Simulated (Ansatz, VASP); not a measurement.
## CoPdO2: VASP beside Ansatz

INCAR

```
SYSTEM = CoPdO2
PREC = Accurate
ENCUT = 520
EDIFF = 1E-6
ISMEAR = 0
SIGMA = 0.05
LREAL = .False.
LASPH = .True.
NELM = 150
ALGO = Normal
ISIF = 2
LWAVE = .False.
LCHARG = .False.
ISPIN = 2
MAGMOM = 3 -2 0 0
LORBIT = 11
LMAXMIX = 4
LDAU = .True.
LDAUTYPE = 2
LDAUL = 2 2 -1
LDAUU = 8 8 0
LDAUJ = 0 0 0
LDAUPRINT = 1
GGA = PS
NBANDS = 28
```

File KPOINTS:

```
Automatic mesh
0
Gamma
  8 8 8
  0 0 0
```

The input POSCAR:

```
CoPdO2
1.0
    1.4224998100      0.8212806500      5.9600012600
   -1.4224998100      0.8212806500      5.9600012600
    0.0000000000     -1.6425613000      5.9600012600
Co Pd O
1 1 2
Direct
    0.5000000000      0.5000000000      0.5000000000
    0.0000000000      0.0000000000      0.0000000000
    0.1121500000      0.1121500000      0.1121500000
    0.8878500000      0.8878500000      0.8878500000
```

Input for Ansatz:

```yaml
crystal:
  lattice:
    - [1.42249981, 0.82128065, 5.96000126]
    - [-1.42249981, 0.82128065, 5.96000126]
    - [0.0, -1.6425613, 5.96000126]
  atoms:
    - { symbol: Co, position: [0.5, 0.5, 0.5], spin: 3.0 }
    - { symbol: Pd, position: [0.0, 0.0, 0.0], spin: -2.0 }
    - { symbol: O, position: [0.11215, 0.11215, 0.11215] }
    - { symbol: O, position: [0.88785, 0.88785, 0.88785] }
basis:
  ecutwfc: 420
  ecutrho_ratio: 4
kpoints:
  mp_grid: { grid: [8, 8, 8] }
hamiltonian:
  xc: pbesol
  hubbard:
    sites: [{ site: 0, l: d, u_eff: 8.0 }, { site: 1, l: d, u_eff: 8.0 }]
scf:
  occupations: { method: gaussian, width: 0.05 }
  lower_state_search: "off"
  max_iter: 150
output:
  forces: true
  stress: true
  eigenvalues: true
  populations: true
  hubbard: { sites: [{ site: 0, l: d }, { site: 1, l: d }] }
magnetization:
  spin_polarized: true
```

Alike in both runs: task single point; functional PBEsol; k mesh 8 × 8 × 8; occupations gaussian, width 0.05 eV; collinear spin; Hubbard terms Co d U = 8.0 eV, Pd d U = 8.0 eV.

```csv
,VASP,Ansatz
version,VASP 6.6.1,Ansatz 0.2.0
potentials or method,"VASP PAW PBE potentials, release 64 (Co, Pd, O)","scalar-relativistic, plane waves, PAW"
plane-wave cutoff (eV),520,420
valence electrons in the cell,31,47
```

|  | VASP | Ansatz | Ansatz less VASP |
| --- | --- | --- | --- |
| gap on the k mesh at the Fermi level (eV) | none | none | - |
| pressure (GPa) | 2.4 | 25.3 | +22.85 |
| largest component of the traceless stress (GPa) | 8.17 | 0.03 | -8.145 |
| rms of the force components (eV/Å) | 0.501 | 0.475 | -0.0265 |
| net moment per atom (μB) | 0.90 | 0.80 | -0.100 |
| size of the moment on the site where the two differ most (μB) | 3.42 | 2.91 | -0.512 |

Site moments also hang on the region over which each program counts them. The programs project onto different local orbitals, so the same U acts differently. Atom by atom the forces differ by 0.027 eV/Å (rms over components). A gap of «none» marks a metal or a gap that the smearing closes. The two sets of potentials don't hold the same shells in valence. Ansatz warned: «filled_band_counts_differ_across_k_points».

Caveats: the PAW data sets were made with another functional, which shifts forces and pressure a little (VASP); a cell with one magnetic atom can't hold antiferromagnetic order, which such compounds often take. The state reached can hang on the start; a lower one may exist.
